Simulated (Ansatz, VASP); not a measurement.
# TaAgS3: VASP beside Ansatz, part 2 of 2

Wanted: the spread between two codes on one cell, functional and k mesh. The cell is generated by rule, not measured, and may not be a known phase. The cell is taken from a series of runs on this material, whose earlier steps may have relaxed, scaled, displaced or heated it; both programs get it as it stands.

VASP 6.6.1 and Ansatz 0.2.0.

So far: Set-up; VASP: relaxation of cell and atoms, PBE.

The structure was built from a prototype and need not be the compound's stable phase.

### 3. Ansatz: relaxation of cell and atoms, PBE

Level of this step: Ansatz beside VASP: Kohn-Sham DFT, plane waves, PBE (Ansatz).

Ansatz runs on its default PAW (the set named soft_2) files.

The same cell, functional, mesh and smearing now go to Ansatz, which takes its cutoff from its data sets.

input.yaml

```yaml
crystal:
  lattice:
    - [-3.5450949436, 4.5698308804, 3.0810133505]
    - [3.5450949436, -4.5698308804, 3.0810133505]
    - [3.5450949436, 4.5698308804, -3.0810133505]
  atoms:
    - { symbol: Ag, position: [0.1861478619, 0.9361478619, 0.25] }
    - { symbol: Ag, position: [0.8138521381, 0.0638521381, 0.75] }
    - { symbol: Ta, position: [0.5, 0.5, 0.0] }
    - { symbol: Ta, position: [0.0, 0.5, 0.5] }
    - { symbol: S, position: [0.5951277036, 0.3451277036, 0.25] }
    - { symbol: S, position: [0.4048722964, 0.6548722964, 0.75] }
    - { symbol: S, position: [0.1782318521, 0.0, 0.6782318521] }
    - { symbol: S, position: [0.8217681479, 0.0, 0.3217681479] }
    - { symbol: S, position: [0.8217681479, 0.5, 0.8217681479] }
    - { symbol: S, position: [0.1782318521, 0.5, 0.1782318521] }
kpoints:
  mp_grid: { grid: [8, 8, 8] }
hamiltonian:
  xc: pbe
scf:
  occupations: { method: methfessel_paxton, width: 0.2 }
output:
  forces: true
  stress: true
  eigenvalues: true
relax:
  adjacent_minimum: "off"
  f_tol: 0.001
  max_steps: 60
  cell: { stress_tol: 0.01 }
```

The run is started by

```sh
> ansatz run input.yaml --threads 8 --pin off --max-ram 14336MiB --backend cpu --events-out ev --progress --plain --runs-dir out
```

Numbers of over 12 decimals in the logs are rounded to 6 here.

The log of the run:

```text
Engine: ansatz 0.2.0, aarch64-unknown-linux-gnu
Pseudopotentials: kind: paw
Pseudopotential: Ag, paw, valence charge 19, recommended cutoff 420 eV (normal), Ag.paw.azcp
Pseudopotential: Ta, paw, valence charge 13, recommended cutoff 420 eV (normal), Ta.paw.azcp
Pseudopotential: S, paw, valence charge 6, recommended cutoff 420 eV (normal), S.paw.azcp
Functional definition: PBE
  parameter kappa = 0.804
  parameter beta = 0.066725
  exchange = pbe_x(kappa = kappa, mu = beta*pi^2/3)
  correlation = pbe_c(beta = beta)
Crystal: 10 atoms, lattice volume = 199.656 Å³
Basis set: ecut = 420 eV, 3875 PW (Γ), exchange–correlation on 90×90×90 points (8 copies of the dense FFT grid, shifted against one another)
Bands: 60, of which v1, the nominal top of the filled ones, is band 50 counted from 1 (49 counted from 0)
Symmetry: 8 space group operations
Space group: Imma (ITA 74), of the structure as read, at distance tolerance 5.8e-5 Å
k-points: 95 of 512
Non-local potential: Ag, projectors of the file, l = 0: 3, l = 1: 2, l = 2: 2, l = 3: 1
Non-local potential: Ta, projectors of the file, l = 0: 3, l = 1: 2, l = 2: 2, l = 3: 1
Non-local potential: S, projectors of the file, l = 0: 2, l = 1: 2, l = 2: 2
PAW form: soft (Blöchl's): semilocal exchange-correlation on the pseudo side does not see the compensation charge
PAW one-centre angular grid: Ag, 590 points (default); XC on 64 Gauss nodes
PAW one-centre angular grid: Ta, 590 points (default); XC on 64 Gauss nodes
PAW one-centre angular grid: S, 110 points (default); XC on 64 Gauss nodes
Initial density: superposition of atomic densities (neutral atoms: chi_scale 0, normalization atom), corrected by the library's trained network
Initial wavefunctions: pseudopotential atomic-orbital guess
Functional: x = pbe(κ = 0.804, μ = 0.219515), c = pbe(β = 0.066725)
SCF iter   1: F=—  HF=-40463.281766 eV  |F-HF|=—  |Δ(HF+E_count)|=         —  Δρ=3.34e-3  dr2=2.70e-2  ethr=1.77e-3  ⟨swp⟩=5.9  Hψ=20619  notcnv=0
preconditioner: auto → Kerker (q_TF=auto, 2.431 Å⁻¹)  [metal: Δε(μ)=0.008 eV  Ē_g=7.312 eV  σ=0.200 eV  W_gap=0.03  n_scr=54 (ndim 8)  ℏωp=21.7 eV  f_vac=0.005  D(μ)=1.52/eV (n_scr^D=4)]
SCF iter   2: F=—  HF=-40463.281282 eV  |F-HF|=—  |Δ(HF+E_count)|=   4.84e-4  S|Δr|=    0.00e0  Δρ=1.92e-3  dr2=1.04e-2  ethr=2.70e-5  ⟨swp⟩=2.0  Hψ=7243  notcnv=0
SCF iter   3: F=—  HF=-40463.280902 eV  |F-HF|=—  |Δ(HF+E_count)|=   3.81e-4  S|Δr|=    0.00e0  Δρ=2.71e-4  dr2=1.29e-4  ethr=1.04e-5  ⟨swp⟩=2.2  Hψ=7746  notcnv=0
SCF iter   4: F=—  HF=-40463.280920 eV  |F-HF|=—  |Δ(HF+E_count)|=   1.85e-5  S|Δr|=    0.00e0  Δρ=1.05e-4  dr2=2.10e-5  ethr=1.29e-7  ⟨swp⟩=2.1  Hψ=8529  notcnv=0
SCF iter   5: F=—  HF=-40463.280867 eV  |F-HF|=—  |Δ(HF+E_count)|=   5.28e-5  S|Δr|=    0.00e0  Δρ=3.20e-5  dr2=2.12e-6  ethr=2.10e-8  ⟨swp⟩=2.0  Hψ=8121  notcnv=0
SCF iter   6: F=—  HF=-40463.280868 eV  |F-HF|=—  |Δ(HF+E_count)|=   6.93e-7  S|Δr|=    0.00e0  Δρ=1.18e-5  dr2=3.39e-7  ethr=2.12e-9  ⟨swp⟩=2.0  Hψ=7825  notcnv=0
SCF iter   7: F=-40463.280868 eV  HF=-40463.280868 eV  |F-HF|=1.84e-8  |Δ(HF+E_count)|=   2.56e-7  S|Δr|=    0.00e0  Δρ=2.59e-6  dr2=2.77e-8  ethr=1.00e-10  ⟨swp⟩=9.8  Hψ=22794  notcnv=0
SCF 1 converged in 7 iterations: F = -40463.280868 eV  dr2 = 2.77e-8
  greatest PAW one-centre occupation: 1.000 electrons in one spin orbital (limit 2), on the Ag atom at site 1 (counted from 0), in its partial waves of l = 0
relax step   1: F+E_penalty+E_count = -40463.28086846 eV  Δ(F+E_penalty+E_count) = +0.000e0 eV  max|allowed force component| = 3.046e-4 eV/Å  Δτ_max = 0.0000 Å  P = -0.007 GPa  Ω = 199.656 Å³  (7 SCF iters, dr2 threshold 1.00e-7 eV, accepted)
[...]
relax step   2: F+E_penalty+E_count = -40463.28087394 eV  Δ(F+E_penalty+E_count) = -5.478e-6 eV  max|allowed force component| = 6.879e-4 eV/Å  Δτ_max = 0.0004 Å  P = +0.001 GPa  Ω = 199.637 Å³  energy of the carried Pulay correction = +3.492e-6 eV  (5 SCF iters, dr2 threshold 5.01e-10 eV, accepted)
[...]
relax step   3: F+E_penalty+E_count = -40463.28087164 eV  Δ(F+E_penalty+E_count) = +2.297e-6 eV  max|allowed force component| = 6.865e-4 eV/Å  Δτ_max = 0.0000 Å  P = +0.001 GPa  Ω = 199.637 Å³  stress off target by 2.36e-3 GPa  SCF on the basis re-selected at this cell (its energy is not comparable with the rows above)  (7 SCF iters)
basis re-selected at this cell: Δ(F+E_penalty+E_count) = +2.297e-6 eV, ΔP = -0.000 GPa vs the last step (what re-selecting the basis moved, of the pressure what is left beyond the Pulay correction that the steps carried, after the strain that the cell walked since its last selection, with what the two solves' SCF thresholds leave and, on support functions, any second-order correction that the steps lacked; it is no m [...]
SCF converged after 7 iterations
Stability not checked: this state was not tested for a lower state beside it, because cold or Methfessel-Paxton smearing, or corrected tetrahedra, fill the levels in a way that the test cannot read (fill_not_monotonic; see scf.lower_state_search)
Free energy (F): -40463.280872 eV
Harris-Foulkes:  -40463.280872 eV  (|F-HF|=0.00e0)
Internal energy: -40463.285793 eV  (E = F + TS)
E sigma→0 (E₀):  -40463.282102 eV
Entropy (-TS):   0.004921 eV (0.492 meV/atom)
Fermi energy:    9.699300 eV
--- Per-component energies (eV) ---
  E_band       = -1092.115025
  E_kinetic    = 2422.419623
  E_local      = -8963.798890  (includes V_loc(G=0)·N_el)
  E_nonlocal   = 360.894185
  E_hartree    = 3783.606611
  E_xc         = -1385.654621
  E_vxc        = -1397.668015  (∫ρ·V_xc dr)
  E_paw        = -28200.743869  (= ΣΔE_a)
  E_vpaw       = -1081.176114  (= ΣTr[D̂ρ^β])
  E_aug_tail   = 0.000932  (compensation charges beyond the density's cutoff)
  E_ewald      = -8480.009764
  E_smearing   = 0.004921  (= −TS)
  E_closure    = 0.000000  (closes the sum)
  Σ components = -40463.280872   (vs F -40463.280872, Δ=0.00e0)
--- Forces (eV/Å), atoms counted from 1 ---
  atom   1  Ag     0.00000000    -0.00000000    -0.00058654
  atom   2  Ag     0.00000000     0.00000000     0.00058654
  atom   3  Ta     0.00000000     0.00000000     0.00000000
  atom   4  Ta     0.00000000     0.00000000     0.00000000
  atom   5  S      0.00000000     0.00000000    -0.00068652
  atom   6  S      0.00000000    -0.00000000     0.00068652
  atom   7  S      0.00000000    -0.00056330     0.00000000
  atom   8  S      0.00000000     0.00056330    -0.00000000
  atom   9  S      0.00000000     0.00056330     0.00000000
  atom  10  S      0.00000000    -0.00056330    -0.00000000
  max |Σ_I F_I| component: 1.39e-17 eV/Å
--- Stress (GPa, compression-positive) ---
       -0.000195       0.000000       0.000000
        0.000000       0.001698      -0.000000
        0.000000      -0.000000       0.002361
  P = ⅓ Tr σ = 0.0013 GPa (0.013 kbar)
--- Band table (eV; the first three rows and the last of 95) ---
  k-point 0: bands = [... 46 lower, 9.2146, 9.3262, 9.3401, 9.4015, 9.4343, 9.7018, 10.6758, 10.7417, ... 6 higher]
  k-point 1: bands = [... 46 lower, 8.8829, 9.2282, 9.2654, 9.5609, 9.7135, 9.9544, 10.6584, 10.9483, ... 6 higher]
  k-point 2: bands = [... 46 lower, 8.6290, 9.0288, 9.2882, 9.5597, 10.0900, 10.3481, 10.7159, 11.3069, ... 6 higher]
  k-point 94: bands = [... 46 lower, 8.1187, 8.4703, 8.9426, 9.1822, 9.2261, 10.1286, 10.9466, 11.0856, ... 6 higher]
--- Relaxed structure (2 steps of the walk, 2 accepted, 1 SCFs on fresh bases) ---
  F+E_penalty+E_count = -40463.28087164 eV   max|allowed force component| = 6.865e-4 eV/Å   (the final SCF, on the basis selected at the relaxed cell)
  cell:  # Å, volume = 199.6368 Å³
    - [-3.545549, 4.569616, 3.080473]
    - [3.545549, -4.569616, 3.080473]
    - [3.545549, 4.569616, -3.080473]
  atoms:
    - { symbol: Ag, position: [0.186089, 0.936089, 0.250000] }
    - { symbol: Ag, position: [0.813911, 0.063911, 0.750000] }
    - { symbol: Ta, position: [0.500000, 0.500000, 0] }
    - { symbol: Ta, position: [0, 0.500000, 0.500000] }
    - { symbol: S, position: [0.595120, 0.345120, 0.25] }
    - { symbol: S, position: [0.404880, 0.654880, 0.750000] }
    - { symbol: S, position: [0.178240, -5.551115123125783e-17, 0.678240] }
    - { symbol: S, position: [0.821760, 5.551115123125783e-17, 0.321760] }
    - { symbol: S, position: [0.821760, 0.500000, 0.821760] }
    - { symbol: S, position: [0.178240, 0.500000, 0.178240] }
```

### 4. Comparison

Known differences besides the potentials themselves: the data sets hold 100 valence electrons in Ansatz (on its default PAW (the set named soft_2) files) and 80 in VASP; the cutoff is 420 eV in Ansatz and 500 eV in VASP; Ansatz adds a Pulay correction to the stress that steers its cell, VASP none. Total energies have different zeros and are not compared.

Compared:

```
                                         quantity  Ansatz    VASP  difference
                                      volume (Å³)  199.64  199.54     +0.05 %
edge a after relaxation, in the typed setting (Å)   6.553   6.552     +0.02 %
```

### 5. What came out

```yaml
difference_in_volume_relaxation_of_cell_and_atoms_pbe: 0.051 %
```

In words: The difference in volume is 0.051 % (relaxation of cell and atoms, PBE), within the 1.2 % picked in this series as the mark of a large difference, as far as the stopping tolerances let one tell. The data sets hold unlike numbers of valence electrons (100 in Ansatz and 80 in VASP), so part of the differences comes from the potentials. Such differences can come from data sets, numerical settings and the points named under the comparisons, not from the functional's error against experiment.

[Lines on the potential files, build, host, timing and source positions are cut from VASP's logs without a mark.]

[Logs are printed without paths, hosts, clocks, repeated set-up lines and the standing remarks that a program may print on its own settings, such as how far it seeks lower states.]

[Hosts, paths, dates, database ids (printed as entryN), source tags and the programs' standing remarks are cut or masked in the printed files.]
